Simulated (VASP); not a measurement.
**InP: single point with revPBE+D4**

**What was measured.**

From a printed reference work, data compilation, for a bulk crystal of InP at 1.6 K: band gap 1.4236 eV (direct).

Crystal: InP.

```
In P
1.0
     0.00000    2.94131    2.94131
     2.94131    0.00000    2.94131
     2.94131    2.94131    0.00000
In P
1 1
Direct
  0.00000 0.00000 0.00000
  0.75000 0.75000 0.75000
```

```yaml
Program: VASP 6.6.1
Task: single point
Functional: revPBE
Dispersion: D4
Potentials_or_basis: VASP PAW PBE potentials, release 64 (In_d, P)
Cutoff: 520 eV
k_mesh: 8 × 8 × 8
Occupations: gaussian, width 0.05 eV
Spin: no spin polarisation
```

```yaml
Pressure: -0.1 GPa
Band_gap_on_the_k_mesh: 0.75 eV
Dispersion_energy_per_atom: -0.531 eV
```

Levels at points of the mesh, in eV from the valence-band top:
```tsv
k point	band 7	band 8	band 9	band 10	band 11	band 12
(0.00, 0.00, 0.00)	0.00	0.00	0.00	0.75	4.12	4.12
(0.50, 0.00, 0.00)	-5.63	-0.95	-0.95	1.55	4.84	4.84
(0.50, 0.50, 0.00)	-5.67	-2.27	-2.27	1.87	2.33	9.25
```

Run time: 32 s on 1 thread of Intel Xeon 8259CL (shared host), peak memory 0.18 GiB.

Against the measured gap of InP, 1.4236 eV (direct; 1.6 K; a printed reference work, data compilation), the calculated 0.75 eV is off by -0.67 eV. Spin-orbit coupling on In is left out. The value is that of revPBE+D4, without temperature or zero-point motion. Semilocal functionals fall short of measured gaps as a rule.

Caveat: the PAW data sets were made with another functional, which shifts forces and pressure a little; spin-orbit coupling is left out, which moves the levels of the heavy elements.
